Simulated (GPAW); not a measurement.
The system is SnO2 (Cassiterite).

```
Sn O
1.0
     4.73800    0.00000    0.00000
     0.00000    4.73800    0.00000
     0.00000    0.00000    3.18650
Sn O
2 4
Direct
  0.50000 0.50000 0.50000
  0.00000 0.00000 0.00000
  0.80710 0.19290 0.50000
  0.69290 0.69290 0.00000
  0.19290 0.80710 0.50000
  0.30710 0.30710 0.00000
```

```yaml
Program: GPAW 26.7.0
Task: relaxation of cell and atoms
Functional: TASK
Potentials_or_basis: GPAW PAW data sets (gpaw-data 1.2.1)
Cutoff: 800 eV
Basis: pw
k_mesh: 4 × 4 × 5
Occupations: fermi-dirac, width 0.05 eV
Spin: no spin polarisation
```

At the start: pressure 11.0 GPa; volume 11.92 Å³/atom.

**Question.** How do energy, volume and symmetry change on relaxing?

**Answer.** Over 11 steps the energy falls by 22.7 meV/atom and the volume is 12.56 Å³/atom (+5.4 %); space group P4_2/mnm (No. 136, to 0.05 Å).

The path:
```
step  energy change (eV)  largest force (eV/Å)  pressure (GPa)  volume (Å³)
   1              0.0000                0.3308           11.04        71.53
   2             -0.0323                0.1882            9.45        71.95
   3             -0.1097                0.2743            2.61        74.05
   4             -0.1184                0.2630            1.28        74.55
   5             -0.1288                0.1293           -0.32        75.25
   6             -0.1313                0.0229           -0.44        75.38
   7             -0.1320                0.0325           -0.23        75.34
   8             -0.1327                0.0622           -0.01        75.29
   9             -0.1342                0.0859            0.31        75.25
  10             -0.1355                0.0660            0.34        75.28
  11             -0.1361                0.0204            0.15        75.36
```

Final structure:
```cif
data_structure
_symmetry_space_group_name_H-M 'P 1'
_symmetry_Int_Tables_number 1
_cell_length_a 4.8474
_cell_length_b 4.8474
_cell_length_c 3.2073
_cell_angle_alpha 90.000
_cell_angle_beta 90.000
_cell_angle_gamma 90.000
_cell_volume 75.36
loop_
_atom_site_label
_atom_site_type_symbol
_atom_site_fract_x
_atom_site_fract_y
_atom_site_fract_z
_atom_site_occupancy
Sn1 Sn 0.50000 0.50000 0.50000 1
Sn2 Sn 0.00000 0.00000 0.00000 1
O1 O 0.80640 0.19360 0.50000 1
O2 O 0.69361 0.69361 0.00000 1
O3 O 0.19360 0.80640 0.50000 1
O4 O 0.30639 0.30639 0.00000 1
```

Caveat: the k mesh is coarse; later steps reuse the first step's grids; the PAW data sets were made with another functional, which shifts forces and pressure a little.
